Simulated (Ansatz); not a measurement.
Random displacements in MgO

Method: Ansatz 0.2.0, DFT PBEsol, scalar-relativistic, plane waves, PAW. Settings: plane waves to 420 eV, k-mesh 6×6×6 (Γ-centred), Gaussian smearing 0.05 eV. No spin polarisation. Energies are free energies at this smearing, counted from the undisturbed cell; pressure is positive in compression.

Zero of the scan (as given, not relaxed at this level):

```yaml
crystal:
  lattice:
    - [4.27030, 0.00000, 0.00000]
    - [0.00000, -4.27030, 0.00000]
    - [0.00000, 0.00000, -4.27030]
  atoms:
    - { symbol: Mg, position: [0.00000, 0.50000, 0.50000] }
    - { symbol: Mg, position: [0.50000, 0.00000, 0.50000] }
    - { symbol: Mg, position: [0.50000, 0.50000, 0.00000] }
    - { symbol: Mg, position: [0.00000, 0.00000, 0.00000] }
    - { symbol: O, position: [0.50000, 0.00000, 0.00000] }
    - { symbol: O, position: [0.00000, 0.50000, 0.00000] }
    - { symbol: O, position: [0.00000, 0.00000, 0.50000] }
    - { symbol: O, position: [0.50000, 0.50000, 0.50000] }
```

The atoms are displaced (Å, in the unstrained cell):

```tsv
atom	ux	uy	uz
Mg1	0.011	0.018	-0.007
Mg2	-0.021	-0.028	0.035
Mg3	-0.009	-0.019	-0.003
Mg4	-0.024	0.024	-0.015
O5	0.018	0.041	-0.037
O6	0.009	-0.030	0.030
O7	0.004	-0.024	-0.009
O8	0.013	0.019	0.005
```

Strain (Voigt, engineering shear): (-0.0122, -0.0162, 0.0265, 0.0028, -0.0057, 0.0028).

**Question.** What are the energy change, the stress and the forces?

**Answer.** ΔE = 12.2 meV/atom; stress (xx, yy, zz, yz, xz, xy; compression positive) (-3.07, -1.68, -8.67, -0.30, 0.75, -0.40) GPa; gap on the mesh 4.21 eV.
```tsv
atom	Fx (eV/Å)	Fy	Fz
Mg1	-0.11	-0.29	-0.02
Mg2	0.23	0.35	-0.28
Mg3	0.12	0.30	0.10
Mg4	0.21	-0.31	0.15
O5	-0.26	-0.54	0.23
O6	-0.05	0.46	-0.26
O7	-0.04	0.28	0.10
O8	-0.11	-0.26	-0.01
```

Cost: 1 run of about 0.54 core-minutes, on Intel Xeon Platinum 8375C (Ice Lake) (shared hosts).